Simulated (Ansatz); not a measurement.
CaF2:
```
CaF2
1.0
    0.00000     2.71961     2.71961
    2.71961     0.00000     2.71961
    2.71961     2.71961     0.00000
Ca F
1 2
Direct
  0.00000   0.00000   0.00000
  0.75000   0.75000   0.75000
  0.25000   0.25000   0.25000
```

Relaxed with r²SCAN. Special points in fractions of this cell's reciprocal vectors: Γ (0.000, 0.000, 0.000); X (0.500, 0.000, 0.500); U (0.625, 0.250, 0.625); K (0.375, 0.375, 0.750); L (0.500, 0.500, 0.500); W (0.500, 0.250, 0.750).

Problem. List the band energies nearest the valence-band maximum at these points for the program Ansatz at the r²SCAN level (PAW).

Solution. In eV from the valence-band maximum; about four levels below and three above (degenerate sets whole), none deeper than 8.9 eV; points with the same levels are listed once.

| k | below | above |
|---|---|---|
| Γ | -2.13 -2.13 -2.13 -0.26 -0.26 -0.26 | 8.03 10.04 10.04 |
| X | -1.67 -1.67 -0.36 -0.36 0.00 | 8.79 10.52 10.98 |
| U | -1.52 -0.64 -0.44 -0.10 | 9.06 10.69 10.71 |
| L | -1.28 -1.26 -0.85 -0.85 | 10.24 10.24 10.75 |
| W | -1.05 -1.05 -0.27 -0.10 | 9.12 10.62 10.94 10.94 |

Space group Fm-3m (fluorite). The r²SCAN relaxation kept the symmetry of its start.

Potentials: the later of the program's two PAW sets.
